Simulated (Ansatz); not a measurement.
## Spin spirals in Cr (P63/mmc)

```
CELL_PARAMETERS angstrom
2.71400 0.00000 0.00000
-1.35700 2.35039 0.00000
0.00000 0.00000 4.41000
ATOMIC_POSITIONS crystal
Cr 0.33333 0.66667 0.25000
Cr 0.66667 0.33333 0.75000
```

Geometry: a structure as deposited in COD; nothing is relaxed.

Settings: PBE, 10×10×12 k mesh, Fermi–Dirac smearing of 0.03 eV. PAW means Ansatz 0.2.0 on its default frozen-core files. Site moments are integrated in spheres about the atoms. Start moments (μB): Cr1 0.8, Cr2 0.8.

Flat spirals without spin–orbit coupling: moments start in the xy plane and turn about z by q·R from cell to cell, and their directions inside a cell are free. q runs from Γ to A = (0.000, 0.000, 0.500) in reciprocal cell vectors. Energies count from each method's run at q = 0. Each q is a vector of the k mesh, and the mesh is shifted by q/2 where needed, so that both spin components are sampled on the same points as at q = 0. In Ansatz a GGA is taken by the program's default for non-collinear spins.

Task: Where along the line is the energy lowest?

Result: q = 0 is the lowest point, but the next lies within 2.0 meV per cell, which this mesh may not resolve.
```csv
fraction of Γ–A,|q| (1/Å),ΔF PAW (meV/cell),"largest moment, PAW (μB)"
0.000,0.000,0.0,0.80
0.167,0.119,+1.0,0.80
0.333,0.237,+3.8,0.84
0.500,0.356,+6.5,0.88
0.667,0.475,+11.6,0.84
0.833,0.594,+16.1,0.75
1.000,0.712,+17.0,0.91
```

Task: A further pair of PAW runs: spiral at 0.5 of the way from Γ to A, mesh halved and not shifted, against the same at q = 0. What is the energy difference?

Result: -1.3 meV/cell, with a largest moment of 0.54 μB. The halved mesh isn't converged.

This cell lies far from its zero-pressure volume, so the numbers describe the cell as given rather than the relaxed compound. The Ansatz runs typed with the search for lower states off end where their start leads. The magnetic state is the one that this cell and start allow. It needn't be the compound's measured order, which may need a larger cell or be absent.
